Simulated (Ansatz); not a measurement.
MoS2:

```
Mo S
1.0
     1.58550    0.91539    6.11500
    -1.58550    0.91539    6.11500
     0.00000   -1.83078    6.11500
Mo S
1 2
Direct
  0.00000 0.00000 0.00000
  0.25000 0.25000 0.25000
  0.75000 0.75000 0.75000
```

Measurements of this composition are mostly on another form, of space group No. 194.

| Item | Value |
| --- | --- |
| Program | Ansatz 0.2.0 |
| Task | relaxation of cell and atoms |
| Functional | PBEsol |
| Potentials or basis | Ansatz PAW |
| Cutoff | 420 eV (not typed: the program's choice for these potentials) |
| k mesh | 10 × 10 × 10 |
| Occupations | fermi-dirac, width 0.05 eV |
| Spin | no spin polarisation |
| Hubbard terms | Mo d U = 2 eV |

At the start: volume 17.75 Å³/atom.

**Question.** How do energy, volume and symmetry change on relaxing?

**Answer.** It ends after 5 steps and the volume is 17.16 Å³/atom (-3.3 %); space group R-3m (No. 166, to 0.05 Å).

The path:
```csv
step,energy change (eV),largest force (eV/Å),volume (Å³)
1,0.0000,0.7417,53.25
2,-0.0369,0.2194,50.08
3,-0.0454,0.0062,51.54
4,-0.0455,0.0021,51.47
5,-0.0453,0.0021,51.47
```

Final structure:
```yaml
crystal:
  lattice:
    - [1.56203, 0.90184, 6.08989]
    - [-1.56203, 0.90184, 6.08989]
    - [0.00000, -1.80368, 6.08989]
  atoms:
    - { symbol: Mo, position: [0.00000, 0.00000, 0.00000] }
    - { symbol: S, position: [0.24592, 0.24592, 0.24592] }
    - { symbol: S, position: [0.75408, 0.75408, 0.75408] }
```

Caveat: the plane-wave basis is chosen anew once the cell has moved, so the energies of steps on either side of that aren't comparable; U without spin polarisation on a metal has little footing; the PAW data sets come from PBE, with cores solved anew for the run's functional, which leaves a small shift of forces and pressure.
